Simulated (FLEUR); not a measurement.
# BaS (Fm-3m) in FLEUR: notebook

The runs below take BaS through band structure, equation of state, with r2SCAN.

Everything below comes from runs of FLEUR MaX-R8.1 (later development tree). Logs are shortened: lines on timing, memory, paths and dates and some standing lists are left out, and cuts for length are marked.

**Experimental background.**

From a printed reference work, monograph, original work of 1988, for a bulk crystal of BaS at 2 K: band gap 3.806 eV (indirect).

The runs below are set against these values where they give the same quantity.

### Step 1. The structure

The structure is cubic, space group Fm-3m (No. 225). The conventional cell has a = 6.388 Å, b = 6.388 Å, c = 6.388 Å, α = 90.00°, β = 90.00°, γ = 90.00°. Ba (site symmetry m-3m) has 6 S at 3.19 Å as nearest neighbours. Around S (site symmetry m-3m) lie 6 Ba at 3.19 Å.

### Step 2. Band structure, r2SCAN

File inp.xml:

```xml
<?xml version="1.0" encoding="UTF-8" standalone="no"?>
<fleurInput fleurInputVersion="0.39">
   <comment>
      BaS                                                                                                 
   </comment>
   <calculationSetup>
      <cutoffs Kmax="4.1" Gmax="12.7" GmaxXC="12.7" numbands="0"/>
      <scfLoop itmax="60" minDistance="0.00001" maxIterBroyd="15" imix="Anderson" alpha="0.05" precondParam="0.0" spinf="2.0" sdNocoIR="T"/>
      <coreElectrons ctail="F" frcor="F" kcrel="0" coretail_lmax="0"/>
      <xcFunctional name="LibXC" relativisticCorrections="F">
         <LibXCName exchange="mgga_x_r2scan" correlation="mgga_c_r2scan"/>
         <AuxGGA exchange="117" correlation="130"/>
      </xcFunctional>
      <magnetism jspins="1"/>
      <soc l_soc="F" theta="0.0" phi="0.0" spav="F"/>
      <expertModes spex="0" secvar="F"/>
      <geometryOptimization l_f="F" forcealpha="1.0" forcemix="BFGS" epsdisp="0.00001" epsforce="0.00001"/>
      <ldaU l_linMix="F" mixParam="0.05" spinf="1.0"/>
   </calculationSetup>
   <cell>
      <bzIntegration valenceElectrons="26.0" mode="hist" fermiSmearingEnergy="0.00183747">
         <kPointListSelection listName="default-1"/>
         <!-- k-points included here -->
[... 34 lines left out ...]
            <stateOccupation state="(3p1/2)" spinUp="0.666667" spinDown="0.666667"/>
            <stateOccupation state="(3p3/2)" spinUp="1.333333" spinDown="1.333333"/>
         </electronConfig>
         <energyParameters s="3" p="3" d="3" f="4"/>
         <lo type="SCLO" l="0" n="3" eDeriv="2"/>
         <lo type="SCLO" l="1" n="3" eDeriv="2"/>
         <lo type="SCLO" l="2" n="3" eDeriv="2"/>
         <lo type="SCLO" l="3" n="4" eDeriv="2"/>
      </species>
   </atomSpecies>
   <atomGroups>
      <atomGroup species="Barium (Ba)">
         <relPos label="                   1">.0000000000 .0000000000 .0000000000</relPos>
         <force calculate="T" relaxXYZ="TTT"/>
      </atomGroup>
      <atomGroup species="Sulfur (S)">
         <relPos label="                   2">1.000/2.000 1.000/2.000 1.000/2.000</relPos>
         <force calculate="T" relaxXYZ="TTT"/>
      </atomGroup>
   </atomGroups>
   <output dos="F" band="F" slice="F">
      <checks vchk="F" cdinf="F"/>
      <bandDOS minEnergy="-.5*Htr" maxEnergy="0.5*Htr" sigma="0.015" storeEVData="T"/>
      <vacuumDOS vacdos="F" integ="F" star="F" nstars="0" locx1="0.0" locy1="0.0" locx2="0.0" locy2="0.0" nstm="0" tworkf="0.0"/>
      <unfoldingBand unfoldBand="F" supercellX="1" supercellY="1" supercellZ="1"/>
      <plotting iplot="0" polar="F">
         <plot TwoD="T" vec1="  1.0  0.0  0.0" vec2="  0.0  1.0  0.0" vec3="  0.0  0.0  1.0" zero="  0.0  0.0  0.0" file="plot"/>
      </plotting>
      <chargeDensitySlicing numkpt="0" minEigenval="0.0" maxEigenval="0.0" nnne="0" pallst="F"/>
      <specialOutput eonly="F"/>
      <moessbauerParams electricFieldGradient="T" isomerShift="T" coreHyperfine="T" valenceHyperfine="T"/>
      <magneticCircularDichroism mcd="F" energyLo="-10.0" energyUp="0.0"/>
   </output>
  <!-- We include the file relax.xml here to enable relaxations (see documentation) -->
  <xi:include xmlns:xi="http://www.w3.org/2001/XInclude" href="relax.xml"> <xi:fallback/> </xi:include>
</fleurInput>
```

File crystal.txt:

```
BaS
&input cartesian=F /
0.0000000000  3.1937500000  3.1937500000
3.1937500000  0.0000000000  3.1937500000
3.1937500000  3.1937500000  0.0000000000
1.8897261246
1.0 1.0 1.0

2
56 0.0000000000  0.0000000000  0.0000000000
16 0.5000000000  0.5000000000  0.5000000000

&kpt div1=7 div2=7 div3=7 gamma=T /
```

File inp.xml (bands):

```
<?xml version="1.0" encoding="UTF-8" standalone="no"?>
<fleurInput fleurInputVersion="0.39">
   <comment>
      BaS                                                                                                 
   </comment>
   <calculationSetup>
      <cutoffs Kmax="4.1" Gmax="12.7" GmaxXC="12.7" numbands="0"/>
      <scfLoop itmax="60" minDistance="0.00001" maxIterBroyd="15" imix="Anderson" alpha="0.05" precondParam="0.0" spinf="2.0" sdNocoIR="T"/>
      <coreElectrons ctail="F" frcor="F" kcrel="0" coretail_lmax="0"/>
      <xcFunctional name="LibXC" relativisticCorrections="F">
         <LibXCName exchange="mgga_x_r2scan" correlation="mgga_c_r2scan"/>
         <AuxGGA exchange="117" correlation="130"/>
      </xcFunctional>
      <magnetism jspins="1"/>
      <soc l_soc="F" theta="0.0" phi="0.0" spav="F"/>
      <expertModes spex="0" secvar="F"/>
      <geometryOptimization l_f="F" forcealpha="1.0" forcemix="BFGS" epsdisp="0.00001" epsforce="0.00001"/>
      <ldaU l_linMix="F" mixParam="0.05" spinf="1.0"/>
   </calculationSetup>
   <cell>
      <bzIntegration valenceElectrons="26.0" mode="hist" fermiSmearingEnergy="0.00183747">
         <kPointListSelection listName="path-1"/>
         <!-- k-points included here -->
         <xi:include xmlns:xi="http://www.w3.org/2001/XInclude" href="kpts.xml"> </xi:include>
[... 33 lines left out ...]
            <stateOccupation state="(3p1/2)" spinUp="0.666667" spinDown="0.666667"/>
            <stateOccupation state="(3p3/2)" spinUp="1.333333" spinDown="1.333333"/>
         </electronConfig>
         <energyParameters s="3" p="3" d="3" f="4"/>
         <lo type="SCLO" l="0" n="3" eDeriv="2"/>
         <lo type="SCLO" l="1" n="3" eDeriv="2"/>
         <lo type="SCLO" l="2" n="3" eDeriv="2"/>
         <lo type="SCLO" l="3" n="4" eDeriv="2"/>
      </species>
   </atomSpecies>
   <atomGroups>
      <atomGroup species="Barium (Ba)">
         <relPos label="                   1">.0000000000 .0000000000 .0000000000</relPos>
         <force calculate="T" relaxXYZ="TTT"/>
      </atomGroup>
      <atomGroup species="Sulfur (S)">
         <relPos label="                   2">1.000/2.000 1.000/2.000 1.000/2.000</relPos>
         <force calculate="T" relaxXYZ="TTT"/>
      </atomGroup>
   </atomGroups>
   <output dos="F" band="T" slice="F">
      <checks vchk="F" cdinf="F"/>
      <bandDOS minEnergy="-.5*Htr" maxEnergy="0.5*Htr" sigma="0.015" storeEVData="T"/>
      <vacuumDOS vacdos="F" integ="F" star="F" nstars="0" locx1="0.0" locy1="0.0" locx2="0.0" locy2="0.0" nstm="0" tworkf="0.0"/>
      <unfoldingBand unfoldBand="F" supercellX="1" supercellY="1" supercellZ="1"/>
      <plotting iplot="0" polar="F">
         <plot TwoD="T" vec1="  1.0  0.0  0.0" vec2="  0.0  1.0  0.0" vec3="  0.0  0.0  1.0" zero="  0.0  0.0  0.0" file="plot"/>
      </plotting>
      <chargeDensitySlicing numkpt="0" minEigenval="0.0" maxEigenval="0.0" nnne="0" pallst="F"/>
      <specialOutput eonly="F"/>
      <moessbauerParams electricFieldGradient="T" isomerShift="T" coreHyperfine="T" valenceHyperfine="T"/>
      <magneticCircularDichroism mcd="F" energyLo="-10.0" energyUp="0.0"/>
   </output>
  <!-- We include the file relax.xml here to enable relaxations (see documentation) -->
  <xi:include xmlns:xi="http://www.w3.org/2001/XInclude" href="relax.xml"> <xi:fallback/> </xi:include>
</fleurInput>
```

Potentials or basis: all-electron, FLAPW.

Command:

```console
$ inpgen -f crystal.txt -profile fastHighL
$ # inp.xml edited to the form shown
$ fleur_MPI
$ fleur_MPI   # second run, on inp.xml (bands)
```

Log:

```text
Welcome to FLEUR        (www.flapw.de)
      MaX-Release 8.1          (www.max-centre.eu)
 func_ids         498         497         498         497
 MetaGGA potential functional detected - V_tau will be computed
 Auxiliary Potential for radial basis: exchange=         117  correlation=         130
The functional 'Re-regularized SCAN exchange by Furness et al' is an exchange functional, it belongs to the 'MGGA' family and is defined in the reference(s):
[1] J. W. Furness, A. D. Kaplan, J. Ning, J. P. Perdew, and J. Sun.,  J. Phys. Chem. Lett. 11, 8208-8215 (2020)
[2] J. W. Furness, A. D. Kaplan, J. Ning, J. P. Perdew, and J. Sun.,  J. Phys. Chem. Lett. 11, 9248-9248 (2020)
The functional 'Re-regularized SCAN correlation by Furness et al' is a correlation functional, it belongs to the 'MGGA' family and is defined in the reference(s):
[1] J. W. Furness, A. D. Kaplan, J. Ning, J. P. Perdew, and J. Sun.,  J. Phys. Chem. Lett. 11, 8208-8215 (2020)
[2] J. W. Furness, A. D. Kaplan, J. Ning, J. P. Perdew, and J. Sun.,  J. Phys. Chem. Lett. 11, 9248-9248 (2020)
 Using same functional for VXC and EXC

 ========== k-point set info ==========
 Selected k-point list: default-1
 k-point list type: mesh
 7 x 7 x 7
 Number of k points: 20

 ------------Calculation Setup---------------------------
 Number of MPI-tasks      :            1
 Number of PE/node        :            1
 Number of OMP-threads    :            1
 Most efficient MPI parallelization for:
           1           2           4           5          10          20
 Additional eigenvalue parallelization possible
 Number of basis functions:          615
 Approximate size of matrices (H+S) per k-point:         0.006 GB
 --------------------------------------------------------
The functional 'Hammer, Hansen, and Norskov' is an exchange functional, it belongs to the 'GGA' family and is defined in the reference(s):
[1] B. Hammer, L. B. Hansen, and J. K. Nørskov.,  Phys. Rev. B 59, 7413 (1999)
The functional 'Perdew, Burke & Ernzerhof' is a correlation functional, it belongs to the 'GGA' family and is defined in the reference(s):
[1] J. P. Perdew, K. Burke, and M. Ernzerhof.,  Phys. Rev. Lett. 77, 3865 (1996)
[2] J. P. Perdew, K. Burke, and M. Ernzerhof.,  Phys. Rev. Lett. 78, 1396 (1997)
 Using same functional for VXC and EXC
 Using auxiliary GGA potential for the first iteration of MetaGGA calculation.
 Reset of history
 Reset of history
 Iteration:     1   Distance:      20.75715110 me/bohr^3
The functional 'Hammer, Hansen, and Norskov' is an exchange functional, it belongs to the 'GGA' family and is defined in the reference(s):
[1] B. Hammer, L. B. Hansen, and J. K. Nørskov.,  Phys. Rev. B 59, 7413 (1999)
The functional 'Perdew, Burke & Ernzerhof' is a correlation functional, it belongs to the 'GGA' family and is defined in the reference(s):
[1] J. P. Perdew, K. Burke, and M. Ernzerhof.,  Phys. Rev. Lett. 77, 3865 (1996)
[2] J. P. Perdew, K. Burke, and M. Ernzerhof.,  Phys. Rev. Lett. 78, 1396 (1997)
 Using same functional for VXC and EXC
 Iteration:     2   Distance:      19.49742497 me/bohr^3
The functional 'Hammer, Hansen, and Norskov' is an exchange functional, it belongs to the 'GGA' family and is defined in the reference(s):
[1] B. Hammer, L. B. Hansen, and J. K. Nørskov.,  Phys. Rev. B 59, 7413 (1999)
The functional 'Perdew, Burke & Ernzerhof' is a correlation functional, it belongs to the 'GGA' family and is defined in the reference(s):
[1] J. P. Perdew, K. Burke, and M. Ernzerhof.,  Phys. Rev. Lett. 77, 3865 (1996)
[2] J. P. Perdew, K. Burke, and M. Ernzerhof.,  Phys. Rev. Lett. 78, 1396 (1997)
 Using same functional for VXC and EXC
 Iteration:     3   Distance:      18.39940312 me/bohr^3
The functional 'Hammer, Hansen, and Norskov' is an exchange functional, it belongs to the 'GGA' family and is defined in the reference(s):
[1] B. Hammer, L. B. Hansen, and J. K. Nørskov.,  Phys. Rev. B 59, 7413 (1999)
The functional 'Perdew, Burke & Ernzerhof' is a correlation functional, it belongs to the 'GGA' family and is defined in the reference(s):
[1] J. P. Perdew, K. Burke, and M. Ernzerhof.,  Phys. Rev. Lett. 77, 3865 (1996)
[2] J. P. Perdew, K. Burke, and M. Ernzerhof.,  Phys. Rev. Lett. 78, 1396 (1997)
 Using same functional for VXC and EXC
 Iteration:     4   Distance:       6.87268693 me/bohr^3
The functional 'Hammer, Hansen, and Norskov' is an exchange functional, it belongs to the 'GGA' family and is defined in the reference(s):
[1] B. Hammer, L. B. Hansen, and J. K. Nørskov.,  Phys. Rev. B 59, 7413 (1999)
The functional 'Perdew, Burke & Ernzerhof' is a correlation functional, it belongs to the 'GGA' family and is defined in the reference(s):
[1] J. P. Perdew, K. Burke, and M. Ernzerhof.,  Phys. Rev. Lett. 77, 3865 (1996)
[2] J. P. Perdew, K. Burke, and M. Ernzerhof.,  Phys. Rev. Lett. 78, 1396 (1997)
 Using same functional for VXC and EXC
 Iteration:     5   Distance:       2.73206862 me/bohr^3
The functional 'Hammer, Hansen, and Norskov' is an exchange functional, it belongs to the 'GGA' family and is defined in the reference(s):
[1] B. Hammer, L. B. Hansen, and J. K. Nørskov.,  Phys. Rev. B 59, 7413 (1999)
The functional 'Perdew, Burke & Ernzerhof' is a correlation functional, it belongs to the 'GGA' family and is defined in the reference(s):
[1] J. P. Perdew, K. Burke, and M. Ernzerhof.,  Phys. Rev. Lett. 77, 3865 (1996)
[2] J. P. Perdew, K. Burke, and M. Ernzerhof.,  Phys. Rev. Lett. 78, 1396 (1997)
 Using same functional for VXC and EXC
 Iteration:     6   Distance:       0.46998055 me/bohr^3
The functional 'Hammer, Hansen, and Norskov' is an exchange functional, it belongs to the 'GGA' family and is defined in the reference(s):
[1] B. Hammer, L. B. Hansen, and J. K. Nørskov.,  Phys. Rev. B 59, 7413 (1999)
The functional 'Perdew, Burke & Ernzerhof' is a correlation functional, it belongs to the 'GGA' family and is defined in the reference(s):
[1] J. P. Perdew, K. Burke, and M. Ernzerhof.,  Phys. Rev. Lett. 77, 3865 (1996)
[2] J. P. Perdew, K. Burke, and M. Ernzerhof.,  Phys. Rev. Lett. 78, 1396 (1997)
 Using same functional for VXC and EXC
[... 54 lines left out ...]
[2] J. P. Perdew, K. Burke, and M. Ernzerhof.,  Phys. Rev. Lett. 78, 1396 (1997)
 Using same functional for VXC and EXC
 Iteration:    15   Distance:       0.00007254 me/bohr^3
The functional 'Hammer, Hansen, and Norskov' is an exchange functional, it belongs to the 'GGA' family and is defined in the reference(s):
[1] B. Hammer, L. B. Hansen, and J. K. Nørskov.,  Phys. Rev. B 59, 7413 (1999)
The functional 'Perdew, Burke & Ernzerhof' is a correlation functional, it belongs to the 'GGA' family and is defined in the reference(s):
[1] J. P. Perdew, K. Burke, and M. Ernzerhof.,  Phys. Rev. Lett. 77, 3865 (1996)
[2] J. P. Perdew, K. Burke, and M. Ernzerhof.,  Phys. Rev. Lett. 78, 1396 (1997)
 Using same functional for VXC and EXC
 Iteration:    16   Distance:       0.00003375 me/bohr^3
The functional 'Hammer, Hansen, and Norskov' is an exchange functional, it belongs to the 'GGA' family and is defined in the reference(s):
[1] B. Hammer, L. B. Hansen, and J. K. Nørskov.,  Phys. Rev. B 59, 7413 (1999)
The functional 'Perdew, Burke & Ernzerhof' is a correlation functional, it belongs to the 'GGA' family and is defined in the reference(s):
[1] J. P. Perdew, K. Burke, and M. Ernzerhof.,  Phys. Rev. Lett. 77, 3865 (1996)
[2] J. P. Perdew, K. Burke, and M. Ernzerhof.,  Phys. Rev. Lett. 78, 1396 (1997)
 Using same functional for VXC and EXC
 Iteration:    17   Distance:       0.00003164 me/bohr^3
The functional 'Hammer, Hansen, and Norskov' is an exchange functional, it belongs to the 'GGA' family and is defined in the reference(s):
[1] B. Hammer, L. B. Hansen, and J. K. Nørskov.,  Phys. Rev. B 59, 7413 (1999)
The functional 'Perdew, Burke & Ernzerhof' is a correlation functional, it belongs to the 'GGA' family and is defined in the reference(s):
[1] J. P. Perdew, K. Burke, and M. Ernzerhof.,  Phys. Rev. Lett. 77, 3865 (1996)
[2] J. P. Perdew, K. Burke, and M. Ernzerhof.,  Phys. Rev. Lett. 78, 1396 (1997)
 Using same functional for VXC and EXC
 Iteration:    18   Distance:       0.00001643 me/bohr^3
The functional 'Hammer, Hansen, and Norskov' is an exchange functional, it belongs to the 'GGA' family and is defined in the reference(s):
[1] B. Hammer, L. B. Hansen, and J. K. Nørskov.,  Phys. Rev. B 59, 7413 (1999)
The functional 'Perdew, Burke & Ernzerhof' is a correlation functional, it belongs to the 'GGA' family and is defined in the reference(s):
[1] J. P. Perdew, K. Burke, and M. Ernzerhof.,  Phys. Rev. Lett. 77, 3865 (1996)
[2] J. P. Perdew, K. Burke, and M. Ernzerhof.,  Phys. Rev. Lett. 78, 1396 (1997)
 Using same functional for VXC and EXC
 Iteration:    19   Distance:       0.00000468 me/bohr^3

 ********************************************************************
 Run finished successfully
 Stop message:
   all done
 ********************************************************************
```

Run time: 62 s. Hardware: 1 thread of Arm Neoverse V2, shared host; peak memory 0.09 GiB.

Results:

```
Free energy                                           : -232351.3733 eV
Band gap on the k mesh                                : 2.62 eV, indirect (least direct gap 2.73 eV)
Band gap along the path                               : 2.56 eV, indirect (least direct gap 2.66 eV)
Valence electrons inside the program's atomic spheres : Ba 17.40; S 5.75 (radii Ba 2.66, S 2.66 bohr)
```

Levels at the corners of the path, in eV from the valence-band top:
```csv
point,band 10,band 11,band 12,band 13,band 14,band 15,band 16,band 17
Γ,-10.72,0.00,0.00,0.00,4.30,4.44,4.44,4.44
X,-10.64,-0.45,-0.10,-0.10,2.56,6.62,6.85,8.19
W,-10.01,-1.05,-0.42,-0.42,4.72,4.72,7.03,7.63
K,-10.06,-0.87,-0.55,-0.47,3.73,6.41,7.33,7.34
Γ,-10.72,0.00,0.00,0.00,4.30,4.44,4.44,4.44
L,-9.37,-1.83,-1.01,-1.01,5.96,6.13,7.00,7.00
U,-10.06,-0.87,-0.55,-0.47,3.73,6.41,7.33,7.34
W,-10.01,-1.05,-0.42,-0.42,4.72,4.72,7.03,7.63
L,-9.37,-1.83,-1.01,-1.01,5.96,6.13,7.00,7.00
K,-10.06,-0.87,-0.55,-0.47,3.73,6.41,7.33,7.34
U,-10.06,-0.87,-0.55,-0.47,3.73,6.41,7.33,7.34
X,-10.64,-0.45,-0.10,-0.10,2.56,6.62,6.85,8.19
```

Core levels (eV from the Fermi level):
| atom | levels |
| --- | --- |
| 1 Ba | 1s1/2 -37224.4, 2s1/2 -5875.1, 2p1/2 -5533.0, 2p3/2 -5151.2, 3s1/2 -1234.2, 3p1/2 -1090.7, 3p3/2 -1016.9, 4s1/2 -235.9, 3d3/2 -765.7, 3d5/2 -749.9, 4p1/2 -183.8, 4p3/2 -168.4 |
| 2 S | 1s1/2 -2397.2, 2s1/2 -202.9, 2p1/2 -148.3, 2p3/2 -147.0 |

Caveat: the meta-GGA is that of a development version, with a GGA for the radial functions and cores and without core tails; spin-orbit coupling is left out, which moves the levels of the heavy elements.

(Continued in part 2 of 2.)
